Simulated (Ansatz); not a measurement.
## Ionic part of the dielectric constant of ZnSe at 18 GPa, mode by mode

Computed with DFT PBE, scalar-relativistic, plane waves, PAW in Ansatz 0.2.0. Plane waves to 420 eV; Γ-centred k mesh 10×10×10; fixed occupations. No spin polarisation. Phonons by linear response, acoustic sum rule imposed.

It takes space group F-43m (No. 216, cubic). The conventional cell has a = 5.361 Å, b = 5.361 Å, c = 5.361 Å, α = 90.00°, β = 90.00°, γ = 90.00°. Around Zn (site symmetry -43m) lie 4 Se at 2.32 Å. Around Se (site symmetry -43m) lie 4 Zn at 2.32 Å.

The real crystal has changed phase below this pressure. The run warned that the force constants aren't converged on this k mesh, so the frequencies and all that is formed from them are rough.

The primitive cell has V = 38.52 Å³ and ε∞,zz = 7.035. Each polar mode adds Δε = (4.92064×10⁷/V)·S/ν² along z, with S its oscillator strength in e²/amu, ν in cm⁻¹ and V in Å³.

Task: From these modes, find each Δε and ε0,zz.
```tsv
ν (cm⁻¹)	S_zz (e²/amu)
269.9	0.08933
```

Result:
```
ν (cm⁻¹)    Δε
   269.9  1.57
```

The sum is 1.566, so ε0,zz = 8.60; the run's tensor has 8.60.

Task: Where do the longitudinal modes lie for a wave vector along z?

Result: At 298 cm⁻¹. The Lyddane–Sachs–Teller product Π(ν_LO/ν_TO)² = 1.22 matches ε0/ε∞ = 1.22.

Cost: 1 run of about 0.9 core-minutes, on Intel Xeon 6975P-C (Granite Rapids) (shared hosts).

Most of the static screening in compressed zinc-blende ZnSe is electronic: ε∞ is 7.035, and the lattice adds only about 1.57. That balance fits a polar but largely covalent tetrahedral network, where polarisable Se valence states and a moderate gap give a strong electronic response. The oscillator strength, taken with the reduced mass of the Zn–Se pair, implies a Born effective charge somewhat below the formal ionic value, as expected for such bonding. Compression probably limits the lattice term further by stiffening the bonds, since the contribution falls with the square of the transverse frequency. PBE's tendency to underestimate the gap probably makes the electronic part somewhat too large.

The longitudinal mode lies higher because its macroscopic field adds a restoring force, which electronic screening weakens. With a single polar mode, the Lyddane–Sachs–Teller agreement follows from the same charges, frequency and ε∞, so it confirms internal consistency rather than the accuracy of any of them. A real zone-centre optical frequency also leaves open whether the compressed structure is dynamically stable at other wave vectors.
